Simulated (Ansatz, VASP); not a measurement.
# Zn: VASP beside Ansatz

The input INCAR:

```
SYSTEM = Zn
PREC = Accurate
ENCUT = 520
EDIFF = 1E-6
ISMEAR = 0
SIGMA = 0.15
LREAL = .FALSE.
LASPH = .TRUE.
NELM = 100
ALGO = Fast
ISIF = 2
LWAVE = .FALSE.
LCHARG = .FALSE.
GGA = PE
NBANDS = 12
```

Contents of KPOINTS:

```
Automatic mesh
0
G
  22 22 22
  0 0 0
```

The input POSCAR:

```
Zn
1.0
    0.0000000000      1.8489250047      2.2187100056
    1.8489250047      0.0000000000      2.2187100056
    1.8489250047      1.8489250047      0.0000000000
Zn
1
Direct
    0.0000000000      0.0000000000      0.0000000000
```

Input for Ansatz:

```yaml
crystal:
  lattice:
    - [0.0, 1.8489250047, 2.2187100056]
    - [1.8489250047, 0.0, 2.2187100056]
    - [1.8489250047, 1.8489250047, 0.0]
  atoms:
    - { symbol: Zn, position: [0.0, 0.0, 0.0] }
basis:
  ecutwfc: 420
kpoints:
  mp_grid: { grid: [22, 22, 22] }
hamiltonian:
  xc: pbe
scf:
  occupations: { method: gaussian, width: 0.15 }
output:
  forces: true
  stress: true
  eigenvalues: true
```

Alike in both runs: task single point; functional PBE; k mesh 22 × 22 × 22; occupations gaussian, width 0.15 eV; no spin polarisation.

```csv
,VASP,Ansatz
version,VASP 6.6.1,Ansatz 0.2.0
potentials or method,"VASP PAW PBE potentials, release 64 (Zn)","scalar-relativistic, plane waves, PAW"
plane-wave cutoff (eV),520,420
valence electrons in the cell,12,12
```

|  | VASP | Ansatz | Ansatz less VASP |
| --- | --- | --- | --- |
| gap on the k mesh at the Fermi level (eV) | none | none | - |
| pressure (GPa) | 2.4 | 2.1 | -0.27 |
| largest component of the traceless stress (GPa) | 6.97 | 6.91 | -0.058 |

A gap of «none» marks a metal or a gap that the smearing closes.
